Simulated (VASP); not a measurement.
# TaS2 (P-3m1) in VASP: settings compared

One crystal, TaS2, is run at these levels: PBE, PBEsol; tasks: single point.

Program: VASP 6.6.1. These are calculated values, not measurements. Logs are shortened: lines on timing, memory, paths and dates and some standing lists are left out, and cuts for length are marked.

### 1 The crystal as given

It takes space group P-3m1 (No. 164, trigonal). Conventional cell: a = 3.350 Å, b = 3.350 Å, c = 5.860 Å, α = 90.00°, β = 90.00°, γ = 120.00°. Ta (site symmetry -3m) is surrounded by 6 S at 2.43 Å. S (site symmetry 3m) is surrounded by 3 Ta at 2.43 Å.

### 2 Single point, PBE

INCAR reads:

```
SYSTEM = TaS2
PREC = Accurate ; ENCUT = 500
EDIFF = 1E-6 ; ISMEAR = 0
SIGMA = 0.02 ; LREAL = .False.
LASPH = .True. ; NELM = 80
ALGO = Fast ; ISIF = 2
LWAVE = .False. ; LCHARG = .False.
GGA = PE
```

KPOINTS reads:

```
regular mesh
0
Gamma
  4 4 2
  0 0 0
```

POSCAR reads:

```
TaS2
1.0
    3.3500000000      0.0000000000      0.0000000000
   -1.6750000000      2.9011851027      0.0000000000
    0.0000000000      0.0000000000      5.8600000000
Ta S
1 2
Direct
    0.0000000000      0.0000000000      0.0000000000
    0.6666666667      0.3333333333      0.7500000000
    0.3333333333      0.6666666667      0.2500000000
```

Potentials or basis: VASP PAW PBE potentials, release 64 (Ta_sv_GW, S_GW).

The run is started by

```console
$ cat potpaw_PBE.64/Ta_sv_GW/POTCAR potpaw_PBE.64/S_GW/POTCAR > POTCAR
$ mpirun -np 1 vasp_std > vasp.out
```

OUTCAR:

```text
SYSTEM = TaS2
   PREC = Accurate
   ENCUT = 500
   EDIFF = 1E-6
   ISMEAR = 0
   LREAL = .False.
   LASPH = .True.
   NELM = 80
   ISIF = 2
   GGA = PE

 ion  position               nearest neighbor table
   1  0.000  0.000  0.000-   2 2.43   3 2.43   2 2.43   3 2.43   2 2.43   3 2.43
   2  0.667  0.333  0.750-   1 2.43   1 2.43   1 2.43
   3  0.333  0.667  0.250-   1 2.43   1 2.43   1 2.43

  LATTYP: Found a hexagonal cell.
 ALAT       =     3.3500000000
 C/A-ratio  =     1.7492537313

  Lattice vectors:

 A1 = (   3.3500000000,   0.0000000000,   0.0000000000)
 A2 = (  -1.6750000000,   2.9011851027,   0.0000000000)
 A3 = (   0.0000000000,   0.0000000000,   5.8600000000)

Analysis of symmetry for initial positions (statically):
=====================================================================
 Subroutine PRICEL returns:
 Original cell was already a primitive cell.

 Routine SETGRP: Setting up the symmetry group for a
 hexagonal supercell.

 Subroutine GETGRP returns: Found 12 space group operations
 (whereof 12 operations were pure point group operations)
 out of a pool of 24 trial point group operations.

The static configuration has the point symmetry D_3d.

Analysis of symmetry for dynamics (positions and initial velocities):
=====================================================================
 Subroutine PRICEL returns:
 Original cell was already a primitive cell.

 Routine SETGRP: Setting up the symmetry group for a
 hexagonal supercell.

 Subroutine GETGRP returns: Found 12 space group operations
 (whereof 12 operations were pure point group operations)
 out of a pool of 24 trial point group operations.

The dynamic configuration has the point symmetry D_3d.

 Subroutine INISYM returns: Found 12 space group operations
 (whereof 12 operations are pure point group operations),
 and found     1 'primitive' translations

----------------------------------------------------------------------------------------

                                     Primitive cell

  volume of cell :      56.9532

  direct lattice vectors                    reciprocal lattice vectors
     3.350000000  0.000000000  0.000000000     0.298507463  0.172343364  0.000000000
    -1.675000000  2.901185103  0.000000000     0.000000000  0.344686728  0.000000000
     0.000000000  0.000000000  5.860000000     0.000000000  0.000000000  0.170648464

  length of vectors
     3.350000000  3.350000000  5.860000000     0.344686728  0.344686728  0.170648464

  position of ions in fractional coordinates (direct lattice)
     0.000000000  0.000000000  0.000000000
     0.666666667  0.333333333  0.750000000
     0.333333333  0.666666667  0.250000000

  ion indices of the primitive-cell ions
   primitive index   ion index
                 1           1
                 2           2
                 3           3

----------------------------------------------------------------------------------------

 KPOINTS: regular mesh

Automatic generation of k-mesh.
 Grid dimensions read from file:
 generate k-points for:    4    4    2

 Generating k-lattice:

  Cartesian coordinates                     Fractional coordinates (reciprocal lattice)
     0.074626866  0.043085841  0.000000000     0.250000000 -0.000000000  0.000000000
     0.000000000  0.086171682  0.000000000     0.000000000  0.250000000  0.000000000
     0.000000000  0.000000000  0.085324232     0.000000000  0.000000000  0.500000000

  Length of vectors
     0.086171682  0.086171682  0.085324232

  Shift w.r.t. Gamma in fractional coordinates (k-lattice)
     0.000000000  0.000000000  0.000000000

 Subroutine IBZKPT returns following result:
 ===========================================

 Found      8 irreducible k-points:

 Following reciprocal coordinates:
            Coordinates               Weight
  0.000000  0.000000  0.000000      1.000000
  0.250000  0.000000  0.000000      6.000000
  0.500000  0.000000  0.000000      3.000000
  0.250000  0.250000  0.000000      6.000000
  0.000000  0.000000  0.500000      1.000000
  0.250000  0.000000  0.500000      6.000000
  0.500000  0.000000  0.500000      3.000000
  0.250000  0.250000  0.500000      6.000000
   k-points           NKPTS =      8   k-points in BZ     NKDIM =      8   number of bands    NBANDS=     16
   number of dos      NEDOS =    301   number of ions     NIONS =      3
   total plane-waves  NPLWV =  27648
   dimension x,y,z NGX =    24 NGY =   24 NGZ =   48
   dimension x,y,z NGXF=    48 NGYF=   48 NGZF=   96
   ions per type =               1   2
   NGX,Y,Z   is equivalent  to a cutoff of  11.91, 11.91, 13.62 a.u.
   NGXF,Y,Z  is equivalent  to a cutoff of  23.82, 23.82, 27.23 a.u.
 SYSTEM =  TaS2
   PREC   = accura    normal or accurate (medium, high low for compatibility)
   ISTART =      0    job   : 0-new  1-cont  2-samecut
   ICHARG =      2    charge: 1-file 2-atom 10-const
   ISPIN  =      1    spin polarized calculation?
   LNONCOLLINEAR =      F non collinear calculations
   LSORBIT =      F    spin-orbit coupling
   LASPH  =      T    aspherical Exc in radial PAW
   ENCUT  =  500.0 eV  36.75 Ry    6.06 a.u.   6.11  6.11 10.68*2*pi/ulx,y,z
   NELM   =     80;   NELMIN=  2; NELMDL= -5     # of ELM steps
   EDIFF  = 0.1E-05   stopping-criterion for ELM
   LREAL  =      F    real-space projection
   EDIFFG = 0.1E-04   stopping-criterion for IOM
   NSW    =      0    number of steps for IOM
   IBRION =     -1    ionic relax: 0-MD 1-quasi-New 2-CG
   NFREE  =      0    steps in history (QN), initial steepest desc. (CG)
   ISIF   =      2    stress and relaxation
   ISYM   =      2    0-nonsym 1-usesym 2-fastsym
   POTIM  = 0.5000    time-step for ionic-motion
   TEBEG  =    0.0;   TEEND  =   0.0 temperature during run
   PSTRESS=    0.0 pullay stress
   NELECT =      25.0000    total number of electrons
   NUPDOWN=      -1.0000    fix difference up-down
   EMIN   =  10.00;   EMAX   =-10.00  energy-range for DOS
   EFERMI =   0.00;   METHOD = LEGACY
   ISMEAR =     0;   SIGMA  =   0.02  broadening in eV -4-tet -1-fermi 0-gaus
   EFERMI_NEDOS =   21; number of points for ismear=-14 and -15
   IALGO  =     68    algorithm
   IMIX   =      4    mixing-type and parameters
     AMIX     =   0.40;   BMIX     =  1.00
     AMIX_MAG =   1.60;   BMIX_MAG =  1.00
  volume/ion in A,a.u.               =      18.98       128.11
  Fermi-wavevector in a.u.,A,eV,Ry     =   1.244177  2.351154 21.061502  1.547977
  Thomas-Fermi vector in A             =   2.378455
   LORBIT       =      0    0 simple, 1 ext, 2 COOP (PROOUT), +10 PAW based schemes
   GGA     = PE    functional components
   LHFCALC =     F    Hartree Fock is set to
   AEXX    =    0.0000 exact exchange contribution
   IVDW    =     0    specifies the selected vdW correction
   LEPSILON=     F    determine dielectric tensor
   LRPA    =     F    only Hartree local field effects (RPA)
 non-spin polarized calculation
 RMM-DIIS sequential band-by-band and
 Gauss-broadening in eV      SIGMA  =   0.02
  energy-cutoff  :      500.00
  volume of cell :       56.95
 maximum number of plane-waves:      1460
   NGX = 13   NGY = 13   NGZ = 21

 number of electron      24.9999996 magnetization

 Free energy of the ion-electron system (eV)
  ---------------------------------------------------
  ext. energy  EPLUGINS =         0.00000000
  ---------------------------------------------------
  free energy    TOTEN  =       -25.51621003 eV

  energy without entropy =      -25.51356333  energy(sigma->0) =      -25.51488668

 E-fermi :   6.8484     XC(G=0): -10.6650

 val. band max:        6.8354522923   @ k =   0.2500   0.0000   0.0000
 cond. band min:       7.2405012979   @ k =   0.0000   0.0000   0.5000
 fundamental gap:      0.4050490056
 Fermi energy:         6.8484377441

 k-point     1 :       0.0000    0.0000    0.0000
  band No.  band energies     occupation
      1     -61.6276      2.00000
      2     -28.0587      2.00000
      3     -28.0321      2.00000
      4     -28.0321      2.00000
      5      -7.8708      2.00000
      6      -5.7750      2.00000
      7       0.2922      2.00000
      8       2.9971      2.00000
      9       2.9971      2.00000
     10       5.9454      2.00000
     11       6.5066      2.00000
     12       6.5066      2.00000
     13       7.2691      0.00000
     14       7.2691      0.00000
     15       7.5427      0.00000
     16      11.3648      0.00000

 k-point     2 :       0.2500    0.0000    0.0000
  band No.  band energies     occupation
      1     -61.6211      2.00000
      2     -28.1850      2.00000
      3     -28.0673      2.00000
      4     -28.0291      2.00000
      5      -6.9924      2.00000
      6      -5.8151      2.00000
      7       1.3020      2.00000
      8       2.2281      2.00000
      9       2.9836      2.00000
     10       3.3132      2.00000
     11       5.0850      2.00000
     12       5.4939      2.00000
     13       6.8355      1.64149
     14       8.8507      0.00000
     15       8.8693      0.00000
     16      11.5959      0.00000

 k-point     3 :       0.5000    0.0000    0.0000
  band No.  band energies     occupation
      1     -61.6146      2.00000
      2     -28.3331      2.00000
      3     -28.1019      2.00000
      4     -27.9995      2.00000
      5      -6.1774      2.00000
      6      -5.4889      2.00000
      7       0.2788      2.00000
      8       2.6555      2.00000
      9       2.7715      2.00000
     10       3.1699      2.00000
     11       3.8277      2.00000
     12       5.0322      2.00000
     13       6.4642      2.00000
     14       9.6771      0.00000
     15      10.2267      0.00000
     16      11.7987      0.00000

 k-point     4 :       0.2500    0.2500    0.0000
  band No.  band energies     occupation
      1     -61.6145      2.00000
      2     -28.2761      2.00000
      3     -28.1608      2.00000
      4     -27.9993      2.00000
      5      -5.9009      2.00000
      6      -5.8020      2.00000
      7       1.3010      2.00000
      8       1.9466      2.00000
      9       2.6416      2.00000
     10       3.0763      2.00000
     11       3.3645      2.00000
     12       4.5033      2.00000
     13       8.0450      0.00000
     14       8.9393      0.00000
     15       9.8936      0.00000
     16      10.9150      0.00000

 k-point     5 :       0.0000    0.0000    0.5000
  band No.  band energies     occupation
      1     -61.6276      2.00000
      2     -28.0586      2.00000
      3     -28.0320      2.00000
      4     -28.0320      2.00000
      5      -7.6086      2.00000
      6      -6.2664      2.00000
      7       1.5358      2.00000
      8       3.0251      2.00000
      9       3.0251      2.00000
     10       3.7265      2.00000
     11       6.3701      2.00000
     12       6.3701      2.00000
     13       7.2405      0.00000
     14       7.2405      0.00000
     15       8.5117      0.00000
     16      11.7919      0.00000

 k-point     6 :       0.2500    0.0000    0.5000
  band No.  band energies     occupation
      1     -61.6211      2.00000
      2     -28.1849      2.00000
      3     -28.0674      2.00000
      4     -28.0291      2.00000
      5      -6.7515      2.00000
      6      -6.1363      2.00000
      7       1.5166      2.00000
      8       2.2519      2.00000
      9       3.1968      2.00000
     10       3.2800      2.00000
     11       4.9364      2.00000
     12       5.1186      2.00000
     13       6.8340      1.69184
     14       8.9583      0.00000
     15       9.4898      0.00000
     16      10.9907      0.00000

 k-point     7 :       0.5000    0.0000    0.5000
  band No.  band energies     occupation
      1     -61.6146      2.00000
      2     -28.3330      2.00000
      3     -28.1020      2.00000
      4     -27.9993      2.00000
      5      -6.2720      2.00000
      6      -5.3461      2.00000
      7       0.1925      2.00000
      8       2.0290      2.00000
      9       2.8904      2.00000
     10       3.0414      2.00000
     11       5.0426      2.00000
     12       5.3082      2.00000
     13       6.0197      2.00000
     14       9.6691      0.00000
     15      10.2198      0.00000
     16      11.7028      0.00000

 k-point     8 :       0.2500    0.2500    0.5000
  band No.  band energies     occupation
      1     -61.6146      2.00000
      2     -28.2761      2.00000
      3     -28.1608      2.00000
      4     -27.9995      2.00000
      5      -5.9415      2.00000
      6      -5.7558      2.00000
      7       1.2475      2.00000
      8       1.5684      2.00000
      9       3.0207      2.00000
     10       3.2153      2.00000
     11       3.6579      2.00000
     12       4.4074      2.00000
     13       8.0228      0.00000
     14       8.1687      0.00000
     15       9.9294      0.00000
     16      11.1132      0.00000

------------------------ aborting loop because EDIFF is reached ----------------------------------------

  FORCE on cell =-STRESS in cart. coord.  units (eV):
  Direction    XX          YY          ZZ          XY          YZ          ZX
  --------------------------------------------------------------------------------------
  -------------------------------------------------------------------------------------
  Total        2.8585927      2.8585927      4.4031318      0.0000000      0.0000000      0.0000000
  in kB       80.4164688     80.4164688    123.8666535      0.0000000      0.0000000      0.0000000
  external PRESSURE =      94.8998637 kB  Pullay stress =       0.0000000 kB

 VOLUME and BASIS-vectors are now :
 -----------------------------------------------------------------------------
  energy-cutoff  :      500.00
  volume of cell :       56.95
      direct lattice vectors                 reciprocal lattice vectors
     3.350000000  0.000000000  0.000000000     0.298507463  0.172343364  0.000000000
    -1.675000000  2.901185103  0.000000000     0.000000000  0.344686728  0.000000000
     0.000000000  0.000000000  5.860000000     0.000000000  0.000000000  0.170648464

 POSITION                                       TOTAL-FORCE (eV/Angst)
 -----------------------------------------------------------------------------------
      0.00000      0.00000      0.00000        -0.000000      0.000000      0.000000
      1.67500      0.96706      4.39500        -0.000000     -0.000000     -1.200691
     -0.00000      1.93412      1.46500         0.000000      0.000000      1.200691
 -----------------------------------------------------------------------------------
    total drift:                               -0.000000      0.000000      0.000000

  FREE ENERGIE OF THE ION-ELECTRON SYSTEM (eV)
  ---------------------------------------------------
  free  energy   TOTEN  =       -25.5162100346 eV

  energy  without entropy=      -25.5135633305  energy(sigma->0) =      -25.51488668
```

It took 13 s on 1 thread of Intel Xeon Platinum 8488C (Sapphire Rapids), shared host; peak memory 0.16 GiB.

Results:

```yaml
Free_energy: -25.5162 eV
Pressure: 9.5 GPa
Largest_force: 1.201 eV/Å
Band_gap_on_the_k_mesh: none (metal or under the smearing width)
```

Forces in eV/Å, atoms in the order of the input:
```
Ta   0.000  0.000  0.000
S    0.000  0.000 -1.201
S    0.000  0.000  1.201
```

Caveat: the k mesh is coarse (spacing up to 0.54 Å⁻¹), so the values aren't converged; this functional lacks dispersion, which binds the layers, so the pressure and a relaxed spacing across them are unreliable; forces of over 1 eV/Å show positions far from the minimum, so gaps and moduli don't describe the material at rest. Spin-orbit coupling is left out, which matters for the levels of Ta.

(Part 1 of 2 ends here.)
